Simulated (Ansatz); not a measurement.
# Ga (Cmce) in Ansatz: further runs

One crystal, Ga, is run at these levels: PBEsol; tasks: single point.

Everything below comes from runs of Ansatz 0.2.0. Logs are shortened: lines on timing, memory, paths and dates and some standing lists are left out, and cuts for length are marked.

## (1) The structure

The structure is orthorhombic, space group Cmce (No. 64). The conventional cell has a = 4.523 Å, b = 7.661 Å, c = 4.524 Å, α = 90.00°, β = 90.00°, γ = 90.00°. Around Ga (site symmetry m) lie 7 Ga at 2.48 to 2.79 Å.

## (2) Single point, PBEsol, 18.42 Å³/atom (volume scaled by 0.94)

File input.yaml:

```yaml
crystal:
  lattice:
    - [2.2153339849, -3.7523045894, 0.0]
    - [2.2153339849, 3.7523045894, 0.0]
    - [0.0, 0.0, 4.4316475558]
  atoms:
    - { symbol: Ga, position: [0.3451, 0.6549, 0.419] }
    - { symbol: Ga, position: [0.1549, 0.8451, 0.919] }
    - { symbol: Ga, position: [0.6549, 0.3451, 0.581] }
    - { symbol: Ga, position: [0.8451, 0.1549, 0.081] }
kpoints:
  mp_grid: { grid: [7, 7, 6] }
scf:
  occupations: { method: fermi_dirac, width: 0.05 }
hamiltonian:
  xc: pbesol
  pseudopotentials: { kind: all_electron, lapw: { basis_error: 0.001 } }
output:
  forces: true
  stress: true
  eigenvalues: true
```

Potentials or basis: all-electron LAPW, scalar-relativistic.

On the command line:

```console
$ ansatz run input.yaml --threads 2 --pin off --max-ram 8192MiB --backend cpu --events-out ev --progress --plain --runs-dir out
```

What it wrote:

```text
Warning: RAYON_NUM_THREADS=2 ignored (pool sized by the plan → 2); use --threads N
LAPW: plane waves up to 9.266 Å⁻¹, error target 1.0e-3 eV per atom; small_component_spin mean_spin; Ga in spheres of 1.217 Å, 21 of its electrons in bands, Dirac shells [] (how accurate: hamiltonian.pseudopotentials.lapw.basis_error, Limitations)
Engine: ansatz 0.2.0, x86_64-unknown-linux-gnu
Pseudopotentials: kind: all_electron
Pseudopotential: Ga, LAPW, valence charge 21, lapw/all_electron/scalar/gaussian/Ga, Koelling and Harmon's equation, gaussian nucleus
Functional definition: PBEsol
  exchange = pbesol_x
  correlation = pbesol_c
Crystal: 4 atoms, lattice volume = 73.677 Å³
Basis set: ecut = 327.0994871794951 eV, 1001 PW (Γ), exchange–correlation at level 2
Bands: 51, of which v1, the nominal top of the filled ones, is band 42 counted from 1 (41 counted from 0)
Symmetry: 8 space group operations
Space group: Cmce (ITA 64), of the structure as read, at distance tolerance 4.2e-5 Å
k-points: 64 of 294
Non-local potential: Ga, projectors of the file, none
Initial density: superposition of atomic densities (chi_scale 0.1, normalization cell)
Initial wavefunctions: plane waves of lowest kinetic energy (no species holds an atomic orbital)
Functional: x = pbesol(κ = 0.804, μ = 0.12345679012345678), c = pbesol(β = 0.046)
iter 1 solved again at ethr=2.68e-4 eV; its pass at ethr=1.00e-1 eV (dr2=2.25e-1 eV) is discarded
SCF iter   1: F=—  HF=-211440.361504 eV  |F-HF|=—  |Δ(HF+E_count)|=         —  Δρ=2.09e-2  dr2=2.26e-1  ethr=2.68e-4  ⟨swp⟩=2.9  Hψ=20362  notcnv=0
preconditioner: auto → LDOS  [metal: Δε(μ)=0.019 eV  Ē_g=17.362 eV  σ=0.050 eV  W_gap=0.09  n_scr=20 (ndim 8)  ℏωp=31.2 eV  f_vac=0.018  D(μ)=0.88/eV (n_scr^D=2)  β→1.0]
iter 2 solved again at ethr=1.74e-5 eV; its pass at ethr=2.68e-4 eV (dr2=1.46e-2 eV) is discarded
SCF iter   2: F=—  HF=-211440.531629 eV  |F-HF|=—  |Δ(HF+E_count)|=   1.70e-1  Δρ=3.30e-3  dr2=1.46e-2  ethr=1.74e-5  ⟨swp⟩=2.0  Hψ=16510  notcnv=0
SCF iter   3: F=—  HF=-211440.165124 eV  |F-HF|=—  |Δ(HF+E_count)|=   3.67e-1  Δρ=3.46e-3  dr2=6.30e-3  ethr=1.73e-5  ⟨swp⟩=3.0  Hψ=11442  notcnv=0
SCF iter   4: F=—  HF=-211440.154737 eV  |F-HF|=—  |Δ(HF+E_count)|=         —  Δρ=9.27e-4  dr2=3.65e-4  ethr=7.50e-6  ⟨swp⟩=2.0  Hψ=9225  notcnv=0
the basis was enlarged: its passes take 116.1 KiB over the memory plan, 2 of 2 planned eigensolver slots
SCF iter   5: F=—  HF=-211440.154764 eV  |F-HF|=—  |Δ(HF+E_count)|=   2.75e-5  Δρ=1.47e-4  dr2=1.41e-5  ethr=4.34e-7  ⟨swp⟩=2.0  Hψ=9225  notcnv=0
SCF iter   6: F=—  HF=-211440.154763 eV  |F-HF|=—  |Δ(HF+E_count)|=   1.13e-6  Δρ=2.98e-5  dr2=2.74e-7  ethr=1.68e-8  ⟨swp⟩=2.9  Hψ=9343  notcnv=0
SCF iter   7: F=-211440.154763 eV  HF=-211440.154763 eV  |F-HF|=1.35e-8  |Δ(HF+E_count)|=   1.66e-7  Δρ=4.35e-6  dr2=1.08e-8  ethr=3.26e-10  ⟨swp⟩=3.0  Hψ=9519  notcnv=0
SCF 1 converged in 7 iterations: F = -211440.154763 eV  dr2 = 1.08e-8
SCF converged after 7 iterations
Free energy (F): -211440.154763 eV
Harris-Foulkes:  -211440.154763 eV  (|F-HF|=1.35e-8)
Internal energy: -211440.147140 eV  (E = F + TS)
E sigma→0 (E₀):  -211440.150952 eV
Entropy (-TS):   -0.007623 eV (-1.906 meV/atom)
Fermi energy:    11.882176 eV
--- Per-component energies (eV) ---
  E_band       = -3072.183363
  E_kinetic    = 215578.944922
  E_xc         = -8077.214574
  E_electrostatic = -418941.877488  (all electrons and nuclei)
  E_smearing   = -0.007623  (= −TS)
  E_closure    = 0.000000  (closes the sum)
  E_atoms      = -211426.824509  (free atoms, spherical and without spin; not in F)
  Σ components = -211440.154763   (vs F -211440.154763, Δ=0.00e0)
  Basis errors (estimates in eV, not in F): energy 3.9e-4 per atom: plane waves 3.6e-4 (2.0e-4 summed), levels above the bands 1.1e-67, relativity 2.1e-9, radial functions 2.8e-5, core shells 2.6e-10; eigenvalues (radial functions only) 5.6e-7; not estimated: angular momenta, meshes, grids; target (lapw.basis_error) 1.0e-3; muffin-tin radii Ga 1.217 Å
--- Forces (eV/Å), atoms counted from 1 ---
  atom   1  Ga     0.00000000     0.11124131    -0.06454689
  atom   2  Ga     0.00000000    -0.11124131    -0.06454689
  atom   3  Ga     0.00000000    -0.11124131     0.06454689
  atom   4  Ga     0.00000000     0.11124131     0.06454689
  max |Σ_I F_I| component: 4.34e-19 eV/Å
--- Stress (GPa, compression-positive) ---
        0.891778       0.000000       0.000000
        0.000000       3.247272       0.000000
        0.000000       0.000000       2.618966
  P = ⅓ Tr σ = 2.2527 GPa (22.527 kbar)
--- Band table (eV; the first three rows and the last of 64) ---
  k-point 0: bands = ["-131.6216", "-131.6203", "-131.6192", "-131.6191", "-82.5407", "-82.5367", "-82.5336", "-82.5320", "-82.5313", "-82.5294", "-82.5257", "-82.5232", "-82.5056", "-82.5039", "-82.4882", "-82.4877", "-3.3801", "-3.3776", "-3.3467", "-3.3216", "-3.2852", "-3.2602", "-3.2017", "-3.1297", "-3.1106", "-3.0869", "-3.0811", "-3.0704", "-3.0628", "-3.0176", "-2.9876", "-2.9264", "-2.8688", "-2.8502", "-2.8261", "-2.7335", "0.3190", "7.5567", "7.9779", "9.9918", "10.2006", "10.9564", "12.6981", "12.8169", "12.8631", "17.1890", "17.4094", "18.8047", "18.8499", "19.4784", "20.0499"]
  k-point 1: bands = ["-131.6215", "-131.6204", "-131.6192", "-131.6191", "-82.5405", "-82.5371", "-82.5333", "-82.5316", "-82.5314", "-82.5291", "-82.5260", "-82.5238", "-82.5054", "-82.5040", "-82.4882", "-82.4877", "-3.3902", "-3.3645", "-3.3328", "-3.3322", "-3.2852", "-3.2537", "-3.2003", "-3.1775", "-3.1182", "-3.1103", "-3.0648", "-3.0428", "-3.0384", "-3.0095", "-3.0065", "-2.9038", "-2.8679", "-2.8500", "-2.8290", "-2.7440", "0.5357", "5.6189", "9.9173", "10.2126", "10.3939", "11.1083", "12.5786", "12.8745", "13.4390", "15.8561", "16.2645", "17.3334", "18.3563", "18.3747", "18.6664"]
  k-point 2: bands = ["-131.6213", "-131.6207", "-131.6192", "-131.6191", "-82.5399", "-82.5380", "-82.5327", "-82.5316", "-82.5303", "-82.5282", "-82.5270", "-82.5254", "-82.5049", "-82.5041", "-82.4880", "-82.4878", "-3.3822", "-3.3484", "-3.3398", "-3.3218", "-3.2825", "-3.2748", "-3.2226", "-3.1714", "-3.1490", "-3.1414", "-3.0666", "-3.0266", "-3.0226", "-3.0200", "-2.9433", "-2.8707", "-2.8630", "-2.8547", "-2.8381", "-2.7769", "1.1866", "3.7592", "10.8507", "10.9727", "11.4476", "11.4923", "12.6935", "12.7011", "13.4342", "15.2844", "15.4973", "15.8621", "16.9555", "16.9748", "17.3732"]
  k-point 63: bands = ["-131.6206", "-131.6206", "-131.6195", "-131.6195", "-82.5397", "-82.5397", "-82.5314", "-82.5314", "-82.5291", "-82.5291", "-82.5262", "-82.5262", "-82.5042", "-82.5042", "-82.4884", "-82.4884", "-3.4032", "-3.4032", "-3.3236", "-3.3236", "-3.2992", "-3.2992", "-3.2299", "-3.2299", "-3.1132", "-3.1132", "-3.0206", "-3.0206", "-2.9710", "-2.9710", "-2.9418", "-2.9418", "-2.8492", "-2.8492", "-2.8027", "-2.8027", "3.8569", "3.8569", "6.4985", "6.4985", "10.4767", "10.4767", "10.9124", "10.9124", "18.4385", "18.4385", "20.1121", "20.1121", "20.3998", "20.3998", "23.0422"]
```

Run time: 15 s. Hardware: 2 threads of Intel Xeon 6975P-C (Granite Rapids), shared host; peak memory 0.67 GiB.

Results:

| Item | Value |
| --- | --- |
| Free energy | -211440.1548 eV |
| Pressure | 2.3 GPa |
| Largest force | 0.129 eV/Å |
| Band gap on the k mesh | none (metal or under the smearing width) |

## (3) Single point, PBEsol, 18.81 Å³/atom (volume scaled by 0.96)

Changes to input.yaml since step 2:

```diff
@@ -2,5 +2,5 @@
   lattice:
-    - [2.2153339849, -3.7523045894, 0.0]
-    - [2.2153339849, 3.7523045894, 0.0]
-    - [0.0, 0.0, 4.4316475558]
+    - [2.2309354424, -3.7787301403, 0.0]
+    - [2.2309354424, 3.7787301403, 0.0]
+    - [0.0, 0.0, 4.4628573697]
   atoms:
```

Potentials or basis: all-electron LAPW, scalar-relativistic.

On the command line:

```console
$ ansatz run input.yaml --threads 2 --pin off --max-ram 8192MiB --backend cpu --events-out ev --progress --plain --runs-dir out
```

It took 15 s on 2 threads of Intel Xeon 6975P-C (Granite Rapids), shared host; peak memory 0.68 GiB.

It converged, with:

```
Free energy            : -211440.1697 eV
Pressure               : 0.8 GPa
Largest force          : 0.127 eV/Å
Band gap on the k mesh : none (metal or under the smearing width)
```

## (4) Single point, PBEsol, 19.20 Å³/atom (volume scaled by 0.98)

Changes to input.yaml since step 3:

```diff
@@ -2,5 +2,5 @@
   lattice:
-    - [2.2309354424, -3.7787301403, 0.0]
-    - [2.2309354424, 3.7787301403, 0.0]
-    - [0.0, 0.0, 4.4628573697]
+    - [2.2463216903, -3.8047911717, 0.0]
+    - [2.2463216903, 3.8047911717, 0.0]
+    - [0.0, 0.0, 4.493636669]
   atoms:
```

On the command line:

```console
$ ansatz run input.yaml --threads 2 --pin off --max-ram 8192MiB --backend cpu --events-out ev --progress --plain --runs-dir out
```

It took 15 s on 2 threads of Intel Xeon 6975P-C (Granite Rapids), shared host; peak memory 0.68 GiB.

Results (log left out):

```yaml
Free_energy: -211440.1715 eV
Pressure: -0.4 GPa
Largest_force: 0.125 eV/Å
Band_gap_on_the_k_mesh: none (metal or under the smearing width)
```

## (5) Single point, PBEsol, 19.59 Å³/atom

Changes to input.yaml since step 4:

```diff
@@ -2,5 +2,5 @@
   lattice:
-    - [2.2463216903, -3.8047911717, 0.0]
-    - [2.2463216903, 3.8047911717, 0.0]
-    - [0.0, 0.0, 4.493636669]
+    - [2.2615, -3.8305, 0.0]
+    - [2.2615, 3.8305, 0.0]
+    - [0.0, 0.0, 4.524]
   atoms:
```

On the command line:

```console
$ ansatz run input.yaml --threads 2 --pin off --max-ram 8192MiB --backend cpu --events-out ev --progress --plain --runs-dir out
```

It took 15 s on 2 threads of Intel Xeon 6975P-C (Granite Rapids), shared host; peak memory 0.68 GiB.

Results (log left out):

| Quantity | Value |
| --- | --- |
| Free energy | -211440.1616 eV |
| Pressure | -1.6 GPa |
| Largest force | 0.123 eV/Å |
| Band gap on the k mesh | none (metal or under the smearing width) |

## (6) Single point, PBEsol, 19.99 Å³/atom (volume scaled by 1.02)

Changes to input.yaml since step 5:

```diff
@@ -2,5 +2,5 @@
   lattice:
-    - [2.2615, -3.8305, 0.0]
-    - [2.2615, 3.8305, 0.0]
-    - [0.0, 0.0, 4.524]
+    - [2.2764772577, -3.855868289, 0.0]
+    - [2.2764772577, 3.855868289, 0.0]
+    - [0.0, 0.0, 4.553961138]
   atoms:
```

Potentials or basis: all-electron LAPW, scalar-relativistic.

On the command line:

```console
$ ansatz run input.yaml --threads 2 --pin off --max-ram 8192MiB --backend cpu --events-out ev --progress --plain --runs-dir out
```

Run time: 15 s. Hardware: 2 threads of Intel Xeon 6975P-C (Granite Rapids), shared host; peak memory 0.68 GiB.

It converged, with:

- Free energy: -211440.1415 eV
- Pressure: -2.5 GPa
- Largest force: 0.121 eV/Å
- Band gap on the k mesh: none (metal or under the smearing width)

## (7) Single point, PBEsol, 20.38 Å³/atom (volume scaled by 1.04)

Changes to input.yaml since step 6:

```diff
@@ -2,5 +2,5 @@
   lattice:
-    - [2.2764772577, -3.855868289, 0.0]
-    - [2.2764772577, 3.855868289, 0.0]
-    - [0.0, 0.0, 4.553961138]
+    - [2.2912599917, -3.8809070963, 0.0]
+    - [2.2912599917, 3.8809070963, 0.0]
+    - [0.0, 0.0, 4.5835331429]
   atoms:
```

On the command line:

```console
$ ansatz run input.yaml --threads 2 --pin off --max-ram 8192MiB --backend cpu --events-out ev --progress --plain --runs-dir out
```

It took 15 s on 2 threads of Intel Xeon 6975P-C (Granite Rapids), shared host; peak memory 0.68 GiB.

The run converged. Its results:

```
Free energy            : -211440.1126 eV
Pressure               : -3.4 GPa
Largest force          : 0.119 eV/Å
Band gap on the k mesh : none (metal or under the smearing width)
```

## (8) Single point, PBEsol, 20.77 Å³/atom (volume scaled by 1.06)

Changes to input.yaml since step 7:

```diff
@@ -2,5 +2,5 @@
   lattice:
-    - [2.2912599917, -3.8809070963, 0.0]
-    - [2.2912599917, 3.8809070963, 0.0]
-    - [0.0, 0.0, 4.5835331429]
+    - [2.3058543979, -3.9056269163, 0.0]
+    - [2.3058543979, 3.9056269163, 0.0]
+    - [0.0, 0.0, 4.6127284086]
   atoms:
```

On the command line:

```console
$ ansatz run input.yaml --threads 2 --pin off --max-ram 8192MiB --backend cpu --events-out ev --progress --plain --runs-dir out
```

Run time: 16 s. Hardware: 2 threads of Intel Xeon 6975P-C (Granite Rapids), shared host; peak memory 0.67 GiB.

It converged, with:

| Property | Result |
| --- | --- |
| Free energy | -211440.0760 eV |
| Pressure | -4.1 GPa |
| Largest force | 0.118 eV/Å |
| Band gap on the k mesh | none (metal or under the smearing width) |

## (9) The reference run

An earlier run on the cell as given: functional PBEsol; potentials or basis all-electron LAPW, scalar-relativistic; cutoff 311 eV (chosen from the basis error); basis error allowed 0.001 eV/atom; k mesh 7 × 7 × 6; occupations fermi-dirac, width 0.05 eV; no spin polarisation.

- Pressure: -1.6 GPa
- Largest force: 0.123 eV/Å
- Band gap on the k mesh: none (metal or under the smearing width)
